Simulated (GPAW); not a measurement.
**I in GPAW: convergence with basis set**

I:

```
CELL_PARAMETERS angstrom
2.53835 -3.70662 0.00000
2.53835 3.70662 0.00000
-1.62087 0.00000 2.38110
ATOMIC_POSITIONS crystal
I 0.50000 0.50000 0.50000
```

- Program: GPAW 26.7.0
- Task: convergence study
- Functional: PBE
- Potentials or basis: GPAW PAW data sets (gpaw-data 1.2.1)
- Basis: lcao:sz(dzp)
- Grid spacing: 0.16 Å
- k mesh: 6 × 6 × 8
- Occupations: fermi-dirac, width 0.05 eV
- Spin: no spin polarisation

These are the settings of the first run; the series varies basis set, with any setting tied to it.

Hardware: 1 thread of INTEL(R) XEON(R) PLATINUM 8581C CPU @ 2.30GHz (Emerald Rapids), on a shared host.

| basis set | energy less the tightest run, at zero smearing (meV/atom) | SCF cycles | CPU time (s) | peak memory (GiB) |
| --- | --- | --- | --- | --- |
| lcao:sz(dzp) | 692.41 | 8 | 7.7 | 0.15 |
| lcao:szp(dzp) | 541.94 | 8 | 26 | 0.15 |
| lcao:dz(dzp) | 562.99 | 9 | 11 | 0.15 |
| lcao:dzp | 417.31 | 9 | 33 | 0.15 |
| fd | 2.40 | 11 | 44 | 0.34 |
| pw | 0.00 | 9 | 16 | 0.18 |

Not settled before the last step: the energy (to 1 meV/atom). The tightest run that finished is the yardstick and may itself not be fully converged.

Caveat, for the tightest run too: an odd number of electrons without spin polarisation forces a metal; a magnetic or distorted state may lie lower. The run has no spin-orbit coupling, so splittings on I are missing.
